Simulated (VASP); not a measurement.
Ga11P12 (a cell with a defect), 23 atoms in the cell. The cell holds a defect, 23 atoms: a = 11.562 Å, b = 7.708 Å, c = 7.708 Å, α = 60.00°, β = 60.00°, γ = 60.00°. 

* Program: VASP 6.6.1
* Task: single point
* Functional: PBEsol
* Potentials or basis: VASP PAW PBE potentials, release 64 (Ga_d, P)
* Cutoff: 350 eV
* k mesh: 2 × 2 × 2
* Occupations: gaussian, width 0.03 eV
* Spin: collinear spin, ferromagnetic start
* Starting moments: [0.0, 0.0, 0.0, 0.0, 0.0, 0.0, 0.0, 0.0, 0.0, 0.0, 0.0, 0.75, 0.75, 0.75, 0.0, 0.0, 0.0, 0.0, 0.0, 0.75, 0.0, 0.0, 0.0] μB
* Dq: 0
* Further INCAR settings: LREAL = Auto; ALGO = All; EDIFF = 1e-05; ISYM = 0

Potentials or basis: VASP PAW PBE potentials, release 64 (Ga_d, P).

The run is started by

```bash
$ cat potpaw_PBE.64/Ga_d/POTCAR potpaw_PBE.64/P/POTCAR > POTCAR
$ mpirun -np 4 vasp_std > vasp.out
```

Hardware: 4 MPI ranks on Intel(R) Xeon(R) Platinum 8488C (Sapphire Rapids), on a shared host.

Q: Estimate the wall time of this run.

A: Run time: 5.8 min on 4 MPI ranks on Intel(R) Xeon(R) Platinum 8488C (Sapphire Rapids), with other jobs on the host, peak memory 0.7 GiB a rank. Counts: scf iterations 39, k points 8.
